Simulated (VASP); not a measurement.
**RbBr (zincblende): gaps by functional in VASP**

```
Rb Br
1.0
     0.00000    3.86950    3.86950
     3.86950    0.00000    3.86950
     3.86950    3.86950    0.00000
Rb Br
1 1
Direct
  0.00000 0.00000 0.00000
  0.25000 0.25000 0.25000
```

All runs share this cell. Band v is the last that the valence electrons fill when counted band by band, and c is the next. A negative gap between them is a band overlap, as in a metal.

| level | gap (eV) | least direct gap (eV) | pressure (GPa) |
| --- | --- | --- | --- |
| PBE | 4.08 | 4.16 | 0.2 |
| r²SCAN | 4.65 | 4.73 | 0.0 |
| LDA | 3.82 | 3.91 | -0.9 |
| PBEsol | 4.12 | 4.21 | -0.3 |
| PBE with spin–orbit coupling | 3.94 | 4.02 | – |
| HSE06 | 5.17 | 5.26 | 0.1 |
| PBE0 | 5.91 | 5.99 | 0.1 |
